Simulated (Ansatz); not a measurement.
**Run times of several calculations on HfO2**

Cell: 12 atoms, space group P2_1/c, a = 5.094 Å, b = 5.151 Å, c = 5.276 Å, α = 90.00°, β = 99.56°, γ = 90.00°.

All runs are DFT with Ansatz 0.2.0 on 1 thread of AMD EPYC 9R14 (Zen 4) (x86_64; 16 cores open to the job, memory cap 3.0 GiB, no GPU), a shared host.

(1) Rank the runs by wall time, shortest first.
A. single point at relaxed positions, r2SCAN, gradients read without the response of the cores, 500 eV, 5×5×5 k-points, smearing 0.02 eV
B. relaxation of the ions, PBE, gradients read without the response of the cores, 420 eV, 5×5×5 k-points, smearing 0.02 eV
C. single point, PBE, gradients read without the response of the cores, 420 eV, 5×5×5 k-points, smearing 0.02 eV

Results:

(1) C (22 s, 0.65 GiB), A (42 s, 0.94 GiB), B (79 s, 0.73 GiB).
